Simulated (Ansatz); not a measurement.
# MgO: the cost of one run

Method: DFT PBEsol, scalar-relativistic, plane waves, PAW, in Ansatz 0.2.0.

The COD cell was measured well above room temperature, so it is larger than a cold one.

1 further run of the same task is left out (set aside as unsound or not needed).

### Step 1. The structure to begin with

The structure is cubic, space group Fm-3m (No. 225). Conventional cell: a = 4.215 Å, b = 4.215 Å, c = 4.215 Å, α = 90.00°, β = 90.00°, γ = 90.00°. Mg (site symmetry m-3m) is surrounded by 6 O at 2.11 Å. Around O (site symmetry m-3m) lie 6 Mg at 2.11 Å.

As a file:

```cif
data_structure
_symmetry_space_group_name_H-M 'Fm-3m'
_symmetry_Int_Tables_number 225
_cell_length_a 4.2152
_cell_length_b 4.2152
_cell_length_c 4.2152
_cell_angle_alpha 90.000
_cell_angle_beta 90.000
_cell_angle_gamma 90.000
_cell_volume 74.89
loop_
_atom_site_label
_atom_site_type_symbol
_atom_site_symmetry_multiplicity
_atom_site_Wyckoff_symbol
_atom_site_fract_x
_atom_site_fract_y
_atom_site_fract_z
_atom_site_occupancy
Mg1 Mg 4 a 0.00000 0.00000 0.00000 1
O1 O 4 b 0.50000 0.00000 0.00000 1
```

It is the result of an earlier relaxation at this level (volume 9.36 Å³/atom; gap on the mesh: 4.62 eV).

### Step 2. Plan of the line

The energy is mapped over two normal modes frozen in (zone-centre modes of the cell shown).

First coordinate, amplitude of mode 4 (388 cm⁻¹), largest displacement: 11 values from −0.202 Å. Second coordinate, amplitude of mode 5 (388 cm⁻¹), largest displacement: 11 values from −0.202 Å.

Nothing else is relaxed (the cell and all other modes fixed). Energies count from the relaxed high-symmetry cell. Points are written as (first, second).

The modes come from a phonon run on the reference cell, made beforehand.

The patterns, per unit of each coordinate (Å):

```csv
atom,x1,y1,z1,x2,y2,z2
Mg1,-0.658,0.000,0.000,0.000,-0.658,0.000
O2,1.000,0.000,0.000,0.000,1.000,0.000
```

### Step 3. Point (−0.202 Å, −0.202 Å)

The input, input.yaml:

```yaml
crystal:
  lattice:
    - [0.0, 2.1075959641, 2.1075959641]
    - [2.1075959641, 0.0, 2.1075959641]
    - [2.1075959641, 2.1075959641, 0.0]
  atoms:
    - { symbol: Mg, position: [0.0, 0.0, 0.0630901012] }
    - { symbol: O, position: [0.5, 0.5, 0.4041562029] }
basis:
  ecutwfc: 520.0
kpoints:
  mp_grid: { grid: [10, 10, 10] }
hamiltonian:
  xc: pbesol
  pseudopotentials: { kind: paw, azcp: { folder: soft_1 } }
scf:
  occupations: { method: gaussian, width: 0.05 }
output:
  forces: true
  stress: true
  eigenvalues: true
```

Command:

```
> ansatz run input.yaml --threads 1 --pin off --max-ram 2048MiB --backend cpu --events-out ev --progress --plain --runs-dir out
```

What time and memory should one allow on 1 thread of Arm Neoverse N1, shared host?

About 8.3 s, with a peak of 0.32 GiB.
